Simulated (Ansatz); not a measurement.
LiBr: zone-centre modes under pressure

LiBr, Fm-3m, a = 5.411 Å. Ansatz: PBEsol, PAW, 420 eV, Γ-centred 8×8×8 mesh on 2 atoms, fixed occupations; no spin polarisation. Cell and atoms are relaxed at each pressure with the symmetry kept; optical modes at Γ by linear response, in cm⁻¹, the highest, without the LO field.

```tsv
P (GPa)	V (Å³/atom)	ω1
0	19.804	179.2
3	18.169	230.7
8	16.464	290.1
15	14.954	?
```

Task: Get the mode's Grüneisen parameter γ = −d ln ω/d ln V from the other rows and predict the missing frequency.

Result: ln(V/V0) = 0.0000, -0.0862, -0.1847, -0.2809; a line through ln(ω/ω0) of the 3 known rows gives ω1: γ = 2.601 (intercept 0.0099), predicted 375.8, computed 350.5. The miss is 7.2 %: γ isn't constant over this range.